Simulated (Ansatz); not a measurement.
Se:

```
Se
1.0
     4.36620    0.00000    0.00000
    -2.18310    3.78124    0.00000
     0.00000    0.00000    4.95360
Se
3
Direct
  0.77460 0.77460 0.00000
  0.00000 0.22540 0.66667
  0.22540 0.00000 0.33333
```

| Item | Value |
| --- | --- |
| Program | Ansatz 0.2.0 |
| Task | relaxation of cell and atoms |
| Functional | PBE |
| Potentials or basis | Ansatz PAW |
| Cutoff | 420 eV (not typed: the program's choice for these potentials) |
| k mesh | 7 × 7 × 6 |
| Occupations | fermi-dirac, width 0.05 eV |
| Spin | no spin polarisation |

At the start: volume 27.26 Å³/atom.

How do energy, volume and symmetry change on relaxing?

It ends after 7 steps and the volume is 29.77 Å³/atom (+9.2 %); space group P3_121 (No. 152, to 0.05 Å).

The path:
```
step  energy change (eV)  largest force (eV/Å)  volume (Å³)
   1              0.0000                0.4013        81.78
   2             -0.0345                0.0077        89.26
   3             -0.0374                0.0153        88.23
   4             -0.0376                0.0096        88.31
   5             -0.0378                0.0015        88.75
   6             -0.0379                0.0003        89.32
   7             -0.0382                0.0000        89.32
```

Final structure:
```
Se
1.0
     4.52130    0.00000    0.00000
    -2.26065    3.91556    0.00000
     0.00000    0.00000    5.04519
Se
3
Direct
  0.78118 0.78118 0.00000
  0.00000 0.21882 0.66667
  0.21882 0.00000 0.33333
```

Caveat: the plane-wave basis is chosen anew once the cell has moved, so the energies of steps on either side of that aren't comparable.
